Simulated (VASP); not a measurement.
Wanted: the native input for a VASP 6.6.1 run.

* Task: relaxation of cell and atoms
* Functional: PBE
* Potentials or basis: VASP PAW PBE potentials, release 64 (Zr_sv, C)
* Cutoff: 600 eV
* k mesh: 16 × 16 × 16
* Occupations: gaussian, width 0.1 eV
* Spin: no spin polarisation
* Further INCAR settings: ALGO = Normal; EDIFF = 1e-07; IBRION = 2; EDIFFG = -0.005; NSW = 90; ISIF = 3

The structure of ZrC lies in POSCAR:

```
ZrC
1.0
    0.0000000000      2.3502110000      2.3502110000
    2.3502110000      0.0000000000      2.3502110000
    2.3502110000      2.3502110000      0.0000000000
Zr C
1 1
Direct
    0.5000000000      0.5000000000      0.5000000000
    0.0000000000      0.0000000000      0.0000000000
```

The input as run:

INCAR

```
PREC = Accurate ; ENCUT = 600
EDIFF = 1E-7 ; ISMEAR = 0
SIGMA = 0.1 ; LREAL = F
LASPH = T ; NELM = 80
ALGO = Normal ; ISIF = 3
LWAVE = F ; LCHARG = F
GGA = PE ; IBRION = 2
NSW = 90 ; EDIFFG = -0.005
```

KPOINTS

```
Automatic mesh
0
Gamma
  16 16 16
```

Potentials or basis: VASP PAW PBE potentials, release 64 (Zr_sv, C).

Launch:

```console
$ cat potpaw_PBE.64/Zr_sv/POTCAR potpaw_PBE.64/C/POTCAR > POTCAR
$ mpirun -np 1 vasp_std > vasp.out
```

Results of the run:

```yaml
Relaxed_volume: 13.06 Å³/atom
Relaxed_cell: a = 3.330 Å, b = 3.330 Å, c = 3.330 Å, α = 60.00°, β = 60.00°, γ = 60.00°
Space_group_after_relaxing_to_0.05_Å: Fm-3m (No. 225)
Energy_gained_by_relaxing: 0.3 meV/atom
Ionic_steps: 3
Pressure_after_relaxing: 0.0 GPa
Band_gap_on_the_k_mesh: none (metal or under the smearing width)
```

Run time: 80 s on 1 thread of Intel(R) Xeon(R) Platinum 8559C (Emerald Rapids), with other jobs on the host, peak memory 0.21 GiB.
